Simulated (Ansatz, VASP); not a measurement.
# SnO2 in VASP and in Ansatz

File INCAR:

```
SYSTEM = SnO2
ALGO = Normal ; EDIFF = 1E-7
ENCUT = 520 ; GGA = CA
ISIF = 2 ; ISMEAR = 0
LASPH = .True. ; LCHARG = .False.
LREAL = .False. ; LWAVE = .False.
NBANDS = 35 ; NELM = 100
PREC = Accurate ; SIGMA = 0.05
```

Contents of KPOINTS:

```
k-points
0
Gamma
  6 6 8
  0 0 0
```

The input POSCAR:

```
SnO2
1.0
    4.7767255581      0.0000000000      0.0000000000
    0.0000000000      4.7773123567      0.0000000000
    0.0000000000      0.0000000000      3.2271818729
Sn O
2 4
Direct
    0.5000000000      0.5000000000      0.5000000000
    0.0000000000      0.0000000000      0.0000000000
    0.3059833077      0.2932176170      0.0000000000
    0.8059833077      0.2067823830      0.5000000000
    0.1940166923      0.7932176170      0.5000000000
    0.6940166923      0.7067823830      0.0000000000
```

Input for Ansatz:

```yaml
crystal:
  lattice:
    - [4.7767255581, 0.0, 0.0]
    - [0.0, 4.7773123567, 0.0]
    - [0.0, 0.0, 3.2271818729]
  atoms:
    - { symbol: Sn, position: [0.5, 0.5, 0.5] }
    - { symbol: Sn, position: [0.0, 0.0, 0.0] }
    - { symbol: O, position: [0.3059833077, 0.293217617, 0.0] }
    - { symbol: O, position: [0.8059833077, 0.206782383, 0.5] }
    - { symbol: O, position: [0.1940166923, 0.793217617, 0.5] }
    - { symbol: O, position: [0.6940166923, 0.706782383, 0.0] }
basis:
  ecutwfc: 520.0
kpoints:
  mp_grid: { grid: [6, 6, 8] }
hamiltonian:
  xc: lda
scf:
  occupations: { method: gaussian, width: 0.05 }
output:
  forces: true
  stress: true
  eigenvalues: true
```

Alike in both runs: task single point; functional LDA; k mesh 6 × 6 × 8; occupations gaussian, width 0.05 eV; no spin polarisation.

|  | VASP | Ansatz |
| --- | --- | --- |
| version | VASP 6.6.1 | Ansatz 0.2.0 |
| potentials or method | VASP PAW LDA potentials, release 64 (Sn_d, O) | scalar-relativistic, plane waves, PAW |
| plane-wave cutoff (eV) | 520 | 520 |
| valence electrons in the cell | 52 | 52 |

Ansatz gave:

* gap on the k mesh at the Fermi level (eV): 0.66
* least direct gap on the mesh (eV): 0.66
* pressure (GPa): -7.6
* largest component of the traceless stress (GPa): 2.02
* rms of the force components (eV/Å): 0.460

Q: Which values does VASP return?

A: gap on the k mesh at the Fermi level (eV): 0.69; least direct gap on the mesh (eV): 0.69; pressure (GPa): -6.7; largest component of the traceless stress (GPa): 1.90; rms of the force components (eV/Å): 0.460.

Atom by atom the forces differ by 0.001 eV/Å (rms over components).

Caveats: spin-orbit coupling is left out, which moves the levels of the heavy elements.
